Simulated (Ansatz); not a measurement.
Runs of Ansatz 0.2.0 on Mo. The structure is cubic, space group Im-3m (No. 229). The conventional cell has a = 3.168 Å, b = 3.168 Å, c = 3.168 Å, α = 90.00°, β = 90.00°, γ = 90.00°. Mo (site symmetry m-3m) is surrounded by 8 Mo at 2.74 Å. 

```tsv
task	level	cell	k mesh	smearing	mesh quality	gap on the mesh (eV)	pressure (GPa)	relaxed volume (Å³/atom)
relaxation of cell and atoms	PBEsol+D4	relaxed	12 × 12 × 12	fermi-dirac 0.05 eV	not flagged	none	0.0	15.13
relaxation of cell and atoms	BLYP	relaxed	12 × 12 × 12	fermi-dirac 0.05 eV	not flagged	-	0.0	16.40
single point	PBE	as given	12 × 12 × 12	gaussian 0.02 eV	not flagged	none	-1.9	-
relaxation of cell and atoms	revPBE+D4	relaxed	12 × 12 × 12	fermi-dirac 0.05 eV	not flagged	-	0.0	15.36
relaxation of cell and atoms	RPBE	relaxed	12 × 12 × 12	fermi-dirac 0.05 eV	not flagged	-	0.0	15.99
relaxation of cell and atoms	RPBE+D3(BJ)	relaxed	12 × 12 × 12	fermi-dirac 0.05 eV	not flagged	-	0.0	13.60
single point	PBE	as given	12 × 12 × 12	gaussian 0.016 eV	not flagged	none	-1.9	-
single point	HF	as given	6 × 6 × 6	fermi-dirac 0.05 eV	coarse	(a)	(b)	-
```

Alike in all rows: potentials or basis Ansatz PAW; no spin polarisation; cutoff (eV) 420.

Task: Fill in the values left out.

Result: (a) 3.57; (b) 4.1.

Caveats: some runs use coarse meshes; the PAW data sets come from PBE, with cores solved anew for the run's functional, which leaves a small shift of forces and pressure (some runs); the plane-wave basis is chosen anew once the cell has moved, so the energies of steps on either side of that aren't comparable (some runs); pairwise dispersion overbinds metals, which lowers pressure and volume (some runs); the thresholds are loose for stress (some runs).

A k mesh can miss the band edges, and the runs leave out spin-orbit coupling on Mo.

A gap of «none» marks a metal or a gap under the smearing width.
